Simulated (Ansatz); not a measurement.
Sb:

```
Sb
1.0
     3.35453    0.00000    0.00000
    -1.67727    2.90511    0.00000
     0.00000    0.00000    5.47016
Sb
2
Direct
  0.66667 0.33333 0.75000
  0.33333 0.66667 0.25000
```

This isn't the form of Sb at room conditions, which is rhombohedral.

| Item | Value |
| --- | --- |
| Program | Ansatz 0.2.0 |
| Task | relaxation of cell and atoms |
| Functional | PBEsol |
| Dispersion | D3(BJ)-ATM |
| Potentials or basis | Ansatz PAW |
| Cutoff | 420 eV (not typed: the program's choice for these potentials) |
| k mesh | 9 × 9 × 5 |
| Occupations | fermi-dirac, width 0.05 eV |
| Spin | no spin polarisation |

At the start: volume 26.65 Å³/atom.

How do energy, volume and symmetry change on relaxing?

It ends after 6 steps and the volume is 24.86 Å³/atom (-6.7 %); space group P6_3/mmc (No. 194, to 0.05 Å).

The path:
```csv
step,energy change (eV),largest force (eV/Å),volume (Å³)
1,0.0000,0.0000,53.31
2,-0.0367,0.0000,47.84
3,-0.0544,0.0000,50.02
4,-0.0549,0.0000,49.74
5,-0.0549,0.0000,49.71
6,-0.0539,0.0000,49.71
```

Final structure:
```
CELL_PARAMETERS angstrom
3.27718 0.00000 0.00000
-1.63859 2.83812 0.00000
0.00000 0.00000 5.34477
ATOMIC_POSITIONS crystal
Sb 0.66667 0.33333 0.75000
Sb 0.33333 0.66667 0.25000
```

Caveat: the plane-wave basis is chosen anew once the cell has moved, so the energies of steps on either side of that aren't comparable; pairwise dispersion overbinds metals, which lowers pressure and volume; the PAW data sets come from PBE, with cores solved anew for the run's functional, which leaves a small shift of forces and pressure.
